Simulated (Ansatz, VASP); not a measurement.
## LiF: VASP beside Ansatz

```
Li F
1.0
    -0.84583    1.69165    1.69165
     1.69165   -0.84583    1.69165
     1.69165    1.69165   -0.84583
Li F
1 1
Direct
  0.00000 0.00000 0.00000
  0.50000 0.50000 0.50000
```

Alike in both runs: task single point; functional PBE; k mesh 12 × 12 × 12; occupations gaussian, width 0.05 eV; no spin polarisation.

|  | VASP | Ansatz |
| --- | --- | --- |
| version | VASP 6.6.1 | Ansatz 0.2.0 |
| potentials or method | VASP PAW PBE potentials, release 64 (Li_sv, F) | scalar-relativistic, plane waves, PAW |
| plane-wave cutoff (eV) | 520 | 420 |
| valence electrons in the cell | 10 | 10 |

```tsv
	VASP	Ansatz	Ansatz less VASP
gap on the k mesh at the Fermi level (eV)	7.73	7.72	-0.008
least direct gap on the mesh (eV)	8.42	8.41	-0.010
```

With one functional, cell and mesh, what is left measures potentials, basis and numerics.

 Expect the measured gap to be larger: semilocal functionals such as PBE lack the derivative discontinuity. A k mesh can miss the band edges.
